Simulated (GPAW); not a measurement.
The system is BaTiO3.

```xyz
5
Lattice="2.8274 1.6324 2.3184 -2.8274 1.6324 2.3184 0.0000 -3.2648 2.3184" Properties=species:S:1:pos:R:3 pbc="T T T"
Ba    0.0000    0.0000    0.0000
Ti    0.0000    0.0000    3.3698
O     1.3885   -0.8017    2.3988
O    -1.3885   -0.8017    2.3988
O     0.0000    1.6033    2.3988
```

Base run:

* Program: GPAW 26.7.0
* Functional: PBEsol
* Potentials or basis: PAW data sets generated in the run's folder for this functional
* Cutoff: 800 eV
* Basis: pw
* k mesh: 5 × 5 × 5
* Occupations: fermi-dirac, width 0.05 eV
* Spin: no spin polarisation
* Hubbard terms: Ti d U = 6 eV

Its results: band gap on the k mesh 3.27 eV, indirect (least direct gap 3.56 eV); pressure 3.6 GPa; largest force 1.524 eV/Å.

Question: The run is repeated on the same cell with these changes: hubbard terms from Ti d U = 6 eV to Ti d U = 1 eV. What comes out?

Answer: Band gap on the k mesh 2.60 eV, indirect (least direct gap 2.87 eV); pressure 0.8 GPa; largest force 0.405 eV/Å.

Caveats: spin-orbit coupling is left out, which moves the levels of the heavy elements; the mesh misses the band edges, which the band path finds closer together; forces of over 1 eV/Å show positions far from the minimum, so gaps and moduli don't describe the material at rest (some runs).

Not every run made on this cell is shown here.
